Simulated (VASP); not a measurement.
Write the native input for VASP 6.6.1 that does the following.

| Property | Result |
| --- | --- |
| Task | single point |
| Functional | LDA |
| Potentials or basis | VASP PAW LDA potentials, release 64 (Cu, Au) |
| Cutoff | 520 eV |
| k mesh | 14 × 14 × 12 |
| Occupations | gaussian, width 0.1 eV |
| Spin | no spin polarisation |
| Dipole correction | no |
| Further INCAR settings | ALGO = Fast; EDIFF = 1e-06; NBANDS = 18 |

The structure of CuAu lies in POSCAR:

```
CuAu
1.0
    2.8095998627      0.0000000000      0.0000000000
    0.0000000000      2.8095998627      0.0000000000
    0.0000000000      0.0000000000      3.4917331358
Cu Au
1 1
Direct
    0.5000000000      0.5000000000      0.5000000000
    0.0000000000      0.0000000000      0.0000000000
```

One way to write it, as run:

INCAR

```
SYSTEM = CuAu
ALGO = Fast ; EDIFF = 1E-6
ENCUT = 520 ; GGA = CA
ISIF = 2 ; ISMEAR = 0
LASPH = .True. ; LCHARG = .True.
LELF = .True. ; LREAL = .False.
LVHAR = .True. ; LWAVE = .False.
NBANDS = 18 ; NELM = 60
PREC = Accurate ; SIGMA = 0.1
```

KPOINTS

```
k-points
0
Gamma
  14 14 12
  0 0 0
```

Potentials or basis: VASP PAW LDA potentials, release 64 (Cu, Au).

Launch:

```sh
$ cat potpaw_LDA.64/Cu/POTCAR potpaw_LDA.64/Au/POTCAR > POTCAR
$ mpirun -np 1 vasp_std > vasp.out
```

It gave:

```json
{
 "Pressure": "0.4 GPa",
 "Band gap on the k mesh": "none (metal or under the smearing width)"
}
```

Run time: 46 s on 1 thread of Intel(R) Xeon(R) 6975P-C (Granite Rapids) (shared host), peak memory 0.24 GiB.
